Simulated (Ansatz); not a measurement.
## BN: a vibration from a frozen displacement

Level of theory: Ansatz, DFT LDA, scalar-relativistic, plane waves, PAW. Settings: plane waves to 420 eV, k-mesh 12×12×4 (Γ-centred), Gaussian smearing 0.05 eV. No spin polarisation. Energies are free energies at this smearing, counted from the undisturbed cell; pressure is positive in compression.

The undisturbed cell (as given, not relaxed at this level; it stands at -4.6 GPa):

```xyz
4
Lattice="2.5040 0.0000 0.0000 -1.2520 2.1685 0.0000 0.0000 0.0000 6.6612" Properties=species:S:1:pos:R:3 pbc="T T T"
B     0.0000    1.4457    1.6653
B     1.2520    0.7228    4.9959
N     0.0000    1.4457    4.9959
N     1.2520    0.7228    1.6653
```

The cell holds layers and no dispersion correction was added, so their binding is poorly described.

Every N atom is moved by x along the Cartesian unit vector (-0.866, -0.500, 0.000); the cell and all other atoms stay fixed. The cell's volume is 36.17 Å³; the moved atoms weigh 28.014 u together and the others 21.620 u. Some rows repeat others by symmetry and weren't run.

```csv
x (Å),ΔE (meV/cell),total force on the moved atoms along the move (eV/Å),pressure (GPa)
-0.5000,13085.58,71.6188,102.9398
-0.4375,9236.36,52.6541,75.0393
-0.3750,6388.26,39.2462,52.3767
-0.3125,4253.49,29.5497,34.1777
-0.2500,2647.85,22.1094,19.8544
-0.1875,1463.94,15.9237,9.0144
-0.1250,644.16,10.3811,1.4122
-0.0625,160.22,5.1352,-3.0981
0.0000,0.00,0.0000,-4.5933
0.0625,160.22,-5.1352,-3.0981
0.1250,644.16,-10.3811,1.4122
0.1875,1463.94,-15.9237,9.0144
0.2500,2647.85,-22.1094,19.8544
0.3125,4253.49,-29.5497,34.1777
0.3750,6388.26,-39.2462,52.3767
0.4375,9236.36,-52.6541,75.0393
0.5000,13085.58,-71.6188,102.9398
```

Q: What frequency belongs to this motion?

A: The force constant is k = −dF/dx = 82.164 eV/Å², from the parabola through x = -0.0625, 0 and 0.0625. In every cell the moved atoms swing against the rest, so the mass is μ = m₁m₂/(m₁ + m₂) = 12.203 u, and ν̃ = 521.5 cm⁻¹ × √(|k|/μ) = 1353 cm⁻¹, at this cell's pressure of -4.6 GPa. To first order in x, and within 1 %, the force on every atom lies along the move and, within each of the two groups, in proportion to the atom's mass, so this is itself a mode at the zone centre of this cell, taken without macroscopic field (the transverse frequency in a polar insulator).

Q: How far does the harmonic law reach?

A: At x = -0.500 Å, kx²/2 = 10270.48 meV against the computed 13085.58 meV (+27.4 %): the well stiffens in this direction at large amplitude.

Q: The pressure changes with x². What does that say about the frequency under compression?

A: With E = k(V)x²/2, k ∝ V^(−2γ) and x scaling with the cell as V^(1/3), P − P0 = −∂E/∂V = (2γ − 2/3) ΔE/V. At x = 0.1250 Å, V(P − P0) = 36.17 × 6.00551 / 160.2 eV = 1355.78 meV and ΔE = 644.16 meV, so γ = 1/3 + V(P − P0)/(2ΔE) = 1.39. This is the Grüneisen parameter of the motion under uniform scaling of the cell: shrinking the cell evenly by 1 % in volume raises the frequency by about 1.39 %.